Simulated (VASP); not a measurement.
# PtS2 (P-3m1) in VASP: notebook

The runs below take PtS2 through relaxation of cell and atoms, with PBE, PBEsol.

All numbers are computed with VASP 6.6.1; they aren't measurements. Logs are shortened: lines on timing, memory, paths and dates and some standing lists are left out, and cuts for length are marked.

**1. Starting point**

The structure is trigonal, space group P-3m1 (No. 164). Conventional cell: a = 3.543 Å, b = 3.543 Å, c = 5.039 Å, α = 90.00°, β = 90.00°, γ = 120.00°. Pt (site symmetry -3m) has 6 S at 2.34 Å as nearest neighbours. Around S (site symmetry 3m) lie 3 Pt at 2.34 Å.

**2. Relaxation of cell and atoms, PBE**

INCAR

```
ALGO = Normal
EDIFF = 1E-6
EDIFFG = -0.01
ENCUT = 300
GGA = PE
IBRION = 2
ISIF = 3
ISMEAR = 0
LASPH = T
LCHARG = F
LREAL = F
LWAVE = F
NELM = 80
NSW = 90
PREC = Accurate
SIGMA = 0.03
```

KPOINTS

```
k-points
0
Gamma
  5 5 3
```

POSCAR

```
PtS2
1.0
    3.5432000000      0.0000000000      0.0000000000
   -1.7716000000      3.0685012107      0.0000000000
    0.0000000000      0.0000000000      5.0388000000
Pt S
1 2
Direct
    0.0000000000      0.0000000000      0.0000000000
    0.3333333333      0.6666666667      0.2270000000
    0.6666666667      0.3333333333      0.7730000000
```

Potentials or basis: VASP PAW PBE potentials, release 64 (Pt, S).

Run with:

```
$ cat potpaw_PBE.64/Pt/POTCAR potpaw_PBE.64/S/POTCAR > POTCAR
$ mpirun -np 1 vasp_std > vasp.out
```

OUTCAR:

```text
EDIFF = 1E-6
   EDIFFG = -0.01
   ENCUT = 300
   GGA = PE
   IBRION = 2
   ISIF = 3
   ISMEAR = 0
   LASPH = T
   LREAL = F
   NELM = 80
   NSW = 90
   PREC = Accurate

 ion  position               nearest neighbor table
   1  0.000  0.000  0.000-   2 2.34   3 2.34   3 2.34   2 2.34   3 2.34   2 2.34
   2  0.333  0.667  0.227-   1 2.34   1 2.34   1 2.34
   3  0.667  0.333  0.773-   1 2.34   1 2.34   1 2.34

  LATTYP: Found a hexagonal cell.
 ALAT       =     3.5432000000
 C/A-ratio  =     1.4221043125

  Lattice vectors:

 A1 = (   3.5432000000,   0.0000000000,   0.0000000000)
 A2 = (  -1.7716000000,   3.0685012107,   0.0000000000)
 A3 = (   0.0000000000,   0.0000000000,   5.0388000000)

Analysis of symmetry for initial positions (statically):
=====================================================================
 Subroutine PRICEL returns:
 Original cell was already a primitive cell.

 Routine SETGRP: Setting up the symmetry group for a
 hexagonal supercell.

 Subroutine GETGRP returns: Found 12 space group operations
 (whereof 12 operations were pure point group operations)
 out of a pool of 24 trial point group operations.

The static configuration has the point symmetry D_3d.

Analysis of symmetry for dynamics (positions and initial velocities):
=====================================================================
 Subroutine PRICEL returns:
 Original cell was already a primitive cell.

 Routine SETGRP: Setting up the symmetry group for a
 hexagonal supercell.

 Subroutine GETGRP returns: Found 12 space group operations
 (whereof 12 operations were pure point group operations)
 out of a pool of 24 trial point group operations.

The dynamic configuration has the point symmetry D_3d.

 Subroutine INISYM returns: Found 12 space group operations
 (whereof 12 operations are pure point group operations),
 and found     1 'primitive' translations

----------------------------------------------------------------------------------------

                                     Primitive cell

  volume of cell :      54.7834

  direct lattice vectors                    reciprocal lattice vectors
     3.543200000  0.000000000  0.000000000     0.282230752  0.162946001  0.000000000
    -1.771600000  3.068501211  0.000000000     0.000000000  0.325892001  0.000000000
     0.000000000  0.000000000  5.038800000     0.000000000  0.000000000  0.198459951

  length of vectors
     3.543200000  3.543200000  5.038800000     0.325892001  0.325892001  0.198459951

  position of ions in fractional coordinates (direct lattice)
     0.000000000  0.000000000  0.000000000
     0.333333333  0.666666667  0.227000000
     0.666666667  0.333333333  0.773000000

  ion indices of the primitive-cell ions
   primitive index   ion index
                 1           1
                 2           2
                 3           3

----------------------------------------------------------------------------------------

 KPOINTS: k-points

Automatic generation of k-mesh.
 Grid dimensions read from file:
 generate k-points for:    5    5    3

 Generating k-lattice:

  Cartesian coordinates                     Fractional coordinates (reciprocal lattice)
     0.056446150  0.032589200  0.000000000     0.200000000 -0.000000000  0.000000000
     0.000000000  0.065178400  0.000000000     0.000000000  0.200000000  0.000000000
     0.000000000  0.000000000  0.066153317     0.000000000  0.000000000  0.333333333

  Length of vectors
     0.065178400  0.065178400  0.066153317

  Shift w.r.t. Gamma in fractional coordinates (k-lattice)
     0.000000000  0.000000000  0.000000000

 Subroutine IBZKPT returns following result:
 ===========================================

 Found     12 irreducible k-points:

 Following reciprocal coordinates:
            Coordinates               Weight
  0.000000  0.000000  0.000000      1.000000
  0.200000  0.000000  0.000000      6.000000
  0.400000  0.000000  0.000000      6.000000
  0.200000  0.200000  0.000000      6.000000
  0.400000  0.200000  0.000000      6.000000
  0.000000  0.000000  0.333333      2.000000
  0.200000  0.000000  0.333333      6.000000
  0.000000  0.200000  0.333333      6.000000
  0.400000  0.000000  0.333333      6.000000
  0.000000  0.400000  0.333333      6.000000
  0.200000  0.200000  0.333333     12.000000
  0.400000  0.200000  0.333333     12.000000
   k-points           NKPTS =     12   k-points in BZ     NKDIM =     12   number of bands    NBANDS=     15
   number of dos      NEDOS =    301   number of ions     NIONS =      3
   total plane-waves  NPLWV =  11200
   dimension x,y,z NGX =    20 NGY =   20 NGZ =   28
   dimension x,y,z NGXF=    40 NGYF=   40 NGZF=   56
   ions per type =               1   2
   NGX,Y,Z   is equivalent  to a cutoff of   9.38,  9.38,  9.24 a.u.
   NGXF,Y,Z  is equivalent  to a cutoff of  18.77, 18.77, 18.48 a.u.
 SYSTEM =  unknown system
   PREC   = accura    normal or accurate (medium, high low for compatibility)
   ISTART =      0    job   : 0-new  1-cont  2-samecut
   ICHARG =      2    charge: 1-file 2-atom 10-const
   ISPIN  =      1    spin polarized calculation?
   LNONCOLLINEAR =      F non collinear calculations
   LSORBIT =      F    spin-orbit coupling
   LASPH  =      T    aspherical Exc in radial PAW
   ENCUT  =  300.0 eV  22.05 Ry    4.70 a.u.   5.00  5.00  7.12*2*pi/ulx,y,z
   NELM   =     80;   NELMIN=  2; NELMDL= -5     # of ELM steps
   EDIFF  = 0.1E-05   stopping-criterion for ELM
   LREAL  =      F    real-space projection
   EDIFFG = -.1E-01   stopping-criterion for IOM
   NSW    =     90    number of steps for IOM
   IBRION =      2    ionic relax: 0-MD 1-quasi-New 2-CG
   NFREE  =      1    steps in history (QN), initial steepest desc. (CG)
   ISIF   =      3    stress and relaxation
   ISYM   =      2    0-nonsym 1-usesym 2-fastsym
   POTIM  = 0.5000    time-step for ionic-motion
   TEBEG  =    0.0;   TEEND  =   0.0 temperature during run
   PSTRESS=    0.0 pullay stress
   NELECT =      22.0000    total number of electrons
   NUPDOWN=      -1.0000    fix difference up-down
   EMIN   =  10.00;   EMAX   =-10.00  energy-range for DOS
   EFERMI =   0.00;   METHOD = LEGACY
   ISMEAR =     0;   SIGMA  =   0.03  broadening in eV -4-tet -1-fermi 0-gaus
   EFERMI_NEDOS =   21; number of points for ismear=-14 and -15
   IALGO  =     38    algorithm
   IMIX   =      4    mixing-type and parameters
     AMIX     =   0.40;   BMIX     =  1.00
     AMIX_MAG =   1.60;   BMIX_MAG =  1.00
  volume/ion in A,a.u.               =      18.26       123.23
  Fermi-wavevector in a.u.,A,eV,Ry     =   1.207812  2.282434 19.848315  1.458810
  Thomas-Fermi vector in A             =   2.343439
   LORBIT       =      0    0 simple, 1 ext, 2 COOP (PROOUT), +10 PAW based schemes
   GGA     = PE    functional components
   LHFCALC =     F    Hartree Fock is set to
   AEXX    =    0.0000 exact exchange contribution
   IVDW    =     0    specifies the selected vdW correction
   LEPSILON=     F    determine dielectric tensor
   LRPA    =     F    only Hartree local field effects (RPA)
 conjugate gradient relaxation of ions
 non-spin polarized calculation
 Gauss-broadening in eV      SIGMA  =   0.03
  energy-cutoff  :      300.00
  volume of cell :       54.78
 maximum number of plane-waves:       655
 NGX is ok and might be reduce to    20
   NGX =  9   NGY =  9   NGZ = 15

--------------------------------------- Ionic step        1  -------------------------------------------

 number of electron      21.9999989 magnetization

 Free energy of the ion-electron system (eV)
  ---------------------------------------------------
  ext. energy  EPLUGINS =         0.00000000
  ---------------------------------------------------
  free energy    TOTEN  =       -15.27404689 eV

  energy without entropy =      -15.27404689  energy(sigma->0) =      -15.27404689

------------------------ aborting loop because EDIFF is reached ----------------------------------------

  FORCE on cell =-STRESS in cart. coord.  units (eV):
  Direction    XX          YY          ZZ          XY          YZ          ZX
  --------------------------------------------------------------------------------------
  -------------------------------------------------------------------------------------
  Total        3.8400335      3.8400335      3.1951519      0.0000000      0.0000000      0.0000000
  in kB      112.3043325    112.3043325     93.4443423      0.0000000      0.0000000      0.0000000
  external PRESSURE =     106.0176691 kB  Pullay stress =       0.0000000 kB
[... 22 lines left out ...]
  energy  without entropy=      -15.2740468930  energy(sigma->0) =      -15.27404689

--------------------------------------- Ionic step        2  -------------------------------------------

 number of electron      21.9999986 magnetization

 E-fermi :   4.7116     XC(G=0):  -9.8142

 val. band max:        4.5780687145   @ k =   0.0000   0.0000   0.0000
 cond. band min:       5.3586886762   @ k =   0.0000   0.2000   0.3333
 fundamental gap:      0.7806199617
 Fermi energy:         4.7116364510

 k-point     1 :       0.0000    0.0000    0.0000
  band No.  band energies     occupation
      1      -9.4128      2.00000
      2      -7.3094      2.00000
      3      -1.0777      2.00000
      4      -0.8283      2.00000
      5      -0.8283      2.00000
      6       1.5567      2.00000
      7       1.5567      2.00000
      8       2.8963      2.00000
      9       3.6023      2.00000
     10       3.6023      2.00000
     11       4.5781      2.00000
     12       6.2535      0.00000
     13       6.2535      0.00000
     14       8.8086      0.00000
     15       9.4546      0.00000
[... 263 lines left out ...]
  FREE ENERGIE OF THE ION-ELECTRON SYSTEM (eV)
  ---------------------------------------------------
  free  energy   TOTEN  =       -15.4041750795 eV

  energy  without entropy=      -15.4041750795  energy(sigma->0) =      -15.40417508

[... ionic steps 4 to 13 ...]

--------------------------------------- Ionic step       14  -------------------------------------------

 number of electron      21.9999993 magnetization

------------------------ aborting loop because EDIFF is reached ----------------------------------------

  FORCE on cell =-STRESS in cart. coord.  units (eV):
  Direction    XX          YY          ZZ          XY          YZ          ZX
  --------------------------------------------------------------------------------------
  -------------------------------------------------------------------------------------
  Total       -0.2388104     -0.2388104     -0.1501775      0.0000000      0.0000000      0.0000000
  in kB       -6.4068481     -6.4068481     -4.0289872      0.0000000      0.0000000      0.0000000
  external PRESSURE =      -5.6142278 kB  Pullay stress =       0.0000000 kB
[... 59 lines left out ...]
  energy  without entropy=      -15.4154057727  energy(sigma->0) =      -15.41540577

--------------------------------------- Ionic step       16  -------------------------------------------

 number of electron      21.9999992 magnetization

 Free energy of the ion-electron system (eV)
  ---------------------------------------------------
  ext. energy  EPLUGINS =         0.00000000
  ---------------------------------------------------
  free energy    TOTEN  =       -15.41541290 eV

  energy without entropy =      -15.41541290  energy(sigma->0) =      -15.41541290

 E-fermi :   5.6259     XC(G=0): -10.1444

 val. band max:        5.4251207717   @ k =   0.0000   0.0000   0.0000
 cond. band min:       6.7025345152   @ k =   0.0000   0.2000   0.3333
 fundamental gap:      1.2774137434
 Fermi energy:         5.6258525905

 k-point     1 :       0.0000    0.0000    0.0000
  band No.  band energies     occupation
      1      -9.2171      2.00000
      2      -6.6265      2.00000
      3      -0.7537      2.00000
      4      -0.6570      2.00000
      5      -0.6570      2.00000
      6       2.0687      2.00000
      7       2.0687      2.00000
      8       3.8444      2.00000
      9       4.6428      2.00000
     10       4.6428      2.00000
     11       5.4251      2.00000
     12       7.9174      0.00000
     13       7.9174      0.00000
     14      10.6686      0.00000
     15      10.8597      0.00000
[... 226 lines left out ...]
  FREE ENERGIE OF THE ION-ELECTRON SYSTEM (eV)
  ---------------------------------------------------
  free  energy   TOTEN  =       -15.4154128989 eV

  energy  without entropy=      -15.4154128989  energy(sigma->0) =      -15.41541290

 reached required accuracy - stopping structural energy minimisation
```

Run time: 34 s. Hardware: 1 thread of AMD EPYC 9R14 (Zen 4), shared host; peak memory 0.1 GiB.

Results:

* Free energy: -15.4154 eV
* Relaxed volume: 19.84 Å³/atom
* Relaxed cell: a = 3.584 Å, b = 3.584 Å, c = 5.349 Å, α = 90.00°, β = 90.00°, γ = 120.00°
* Space group after relaxing (to 0.05 Å): P-3m1 (No. 164)
* Energy gained by relaxing: 47.1 meV/atom
* Ionic steps: 16
* Pressure after relaxing: 0.0 GPa
* Largest force after relaxing: 0.009 eV/Å
* Band gap on the k mesh: 1.28 eV, indirect (least direct gap 1.29 eV)

Forces on the atoms (eV/Å):
```
Pt   0.000  0.000  0.000
S    0.000  0.000 -0.009
S    0.000  0.000  0.009
```

Step by step:
| step | energy change (eV) | largest force (eV/Å) | pressure (GPa) | volume (Å³) |
| --- | --- | --- | --- | --- |
| 1 | 0.0000 | 1.2344 | 10.60 | 54.78 |
| 2 | 0.2375 | 1.3295 | -12.75 | 64.93 |
| 3 | -0.1301 | 0.0784 | -0.53 | 58.25 |
| 4 | -0.1303 | 0.1142 | -0.18 | 58.12 |
| 5 | -0.1303 | 0.1338 | -0.01 | 58.05 |
| 6 | -0.1357 | 0.0547 | 0.09 | 58.02 |
| 7 | -0.1379 | 0.0426 | 0.21 | 57.97 |
| 8 | -0.1383 | 0.0713 | -0.10 | 58.20 |
| 9 | -0.1384 | 0.1032 | -0.44 | 58.45 |
| 10 | -0.1385 | 0.1022 | -0.45 | 58.48 |
| 11 | -0.1387 | 0.1004 | -0.47 | 58.56 |
| 12 | -0.1392 | 0.0969 | -0.47 | 58.72 |
| 13 | -0.1399 | 0.0904 | -0.51 | 59.06 |
| 14 | -0.1408 | 0.0749 | -0.56 | 59.72 |
| 15 | -0.1414 | 0.0007 | 0.11 | 59.49 |
| 16 | -0.1414 | 0.0086 | 0.03 | 59.51 |

Final structure:
```cif
data_structure
_symmetry_space_group_name_H-M 'P 1'
_symmetry_Int_Tables_number 1
_cell_length_a 3.5842
_cell_length_b 3.5842
_cell_length_c 5.3489
_cell_angle_alpha 90.000
_cell_angle_beta 90.000
_cell_angle_gamma 120.000
_cell_volume 59.51
loop_
_atom_site_label
_atom_site_type_symbol
_atom_site_fract_x
_atom_site_fract_y
_atom_site_fract_z
_atom_site_occupancy
Pt1 Pt 0.00000 0.00000 0.00000 1
S1 S 0.33333 0.66667 0.22747 1
S2 S 0.66667 0.33333 0.77253 1
```

Levels at points of the mesh, in eV from the valence-band top:
| k point | band 8 | band 9 | band 10 | band 11 | band 12 | band 13 | band 14 | band 15 |
| --- | --- | --- | --- | --- | --- | --- | --- | --- |
| (0.00, 0.00, 0.00) | -1.58 | -0.78 | -0.78 | 0.00 | 2.49 | 2.49 | 5.24 | 5.43 |

Caveat: the cutoff is under 1.25 times the usual one of these potentials, so pressure, stress and relaxed cells hold a basis-set (Pulay) error; spin-orbit coupling is left out, which moves the levels of the heavy elements; an odd mesh through Γ misses points on the zone boundary, where band edges often lie; this functional lacks dispersion, which binds the layers, so the pressure and a relaxed spacing across them are unreliable.

**3. Relaxation of cell and atoms, PBE**

This run uses another cell than the first one, of 19.84 Å³/atom, 1.086 times its volume.

Changes to INCAR since step 2:

```diff
@@ -1,4 +1,4 @@
 ALGO = Normal
-EDIFF = 1E-6
-EDIFFG = -0.01
+EDIFF = 1E-7
+EDIFFG = -0.005
 ENCUT = 300
```

KPOINTS is that of step 2.

POSCAR

```
PtS2                                    
1.0
    3.5842169518      0.0000000000      0.0000000000
   -1.7921084759      3.1040229329      0.0000000000
    0.0000000000      0.0000000000      5.3489480510
  Pt              S             
     1     2
Direct
     0.0000000000000000    0.0000000000000000    0.0000000000000000
     0.3333333332999970    0.6666666667000030    0.2274703349648997
     0.6666666667000030    0.3333333332999970    0.7725296650351002
```

Potentials or basis: VASP PAW PBE potentials, release 64 (Pt, S).

Run with:

```
$ cat potpaw_PBE.64/Pt/POTCAR potpaw_PBE.64/S/POTCAR > POTCAR
$ mpirun -np 1 vasp_std > vasp.out
```

It took 30 s on 1 thread of AMD EPYC 9R14 (Zen 4), shared host; peak memory 0.1 GiB.

It converged, with:

```
Free energy                            : -15.4347 eV
Relaxed volume                         : 20.40 Å³/atom
Relaxed cell                           : a = 3.581 Å, b = 3.581 Å, c = 5.510 Å, α = 90.00°, β = 90.00°, γ = 120.00°
Space group after relaxing (to 0.05 Å) : P-3m1 (No. 164)
Energy gained by relaxing              : 0.7 meV/atom
Ionic steps                            : 12
Pressure after relaxing                : 0.0 GPa
Band gap on the k mesh                 : 1.35 eV, direct
```

The path:
```tsv
step	energy change (eV)	largest force (eV/Å)	pressure (GPa)	volume (Å³)
1	0.0000	0.0142	0.15	59.51
2	-0.0001	0.0416	-0.10	59.67
3	-0.0001	0.0474	-0.15	59.70
4	-0.0002	0.0473	-0.15	59.73
5	-0.0004	0.0475	-0.15	59.82
6	-0.0008	0.0474	-0.13	59.99
7	-0.0014	0.0470	-0.10	60.34
8	-0.0019	0.0440	-0.04	61.02
9	-0.0021	0.0155	0.24	61.06
10	-0.0021	0.0054	0.19	61.06
11	-0.0021	0.0019	-0.10	61.29
12	-0.0022	0.0009	0.01	61.20
```

Final structure:
```xyz
3
Lattice="3.5811 0.0000 0.0000 -1.7906 3.1014 0.0000 0.0000 0.0000 5.5101" Properties=species:S:1:pos:R:3 pbc="T T T"
Pt    0.0000    0.0000    0.0000
S     0.0000    2.0676    1.2187
S     1.7906    1.0338    4.2914
```

Levels at points of the mesh, in eV from the valence-band top:
```csv
k point,band 8,band 9,band 10,band 11,band 12,band 13,band 14,band 15
"(0.00, 0.00, 0.00)",-1.47,-0.69,-0.69,-0.07,2.64,2.64,5.43,5.46
```

Caveat: the cutoff is under 1.25 times the usual one of these potentials, so pressure, stress and relaxed cells hold a basis-set (Pulay) error; spin-orbit coupling is left out, which moves the levels of the heavy elements; an odd mesh through Γ misses points on the zone boundary, where band edges often lie; this functional lacks dispersion, which binds the layers, so the pressure and a relaxed spacing across them are unreliable.

(Part 1 of 2 ends here.)
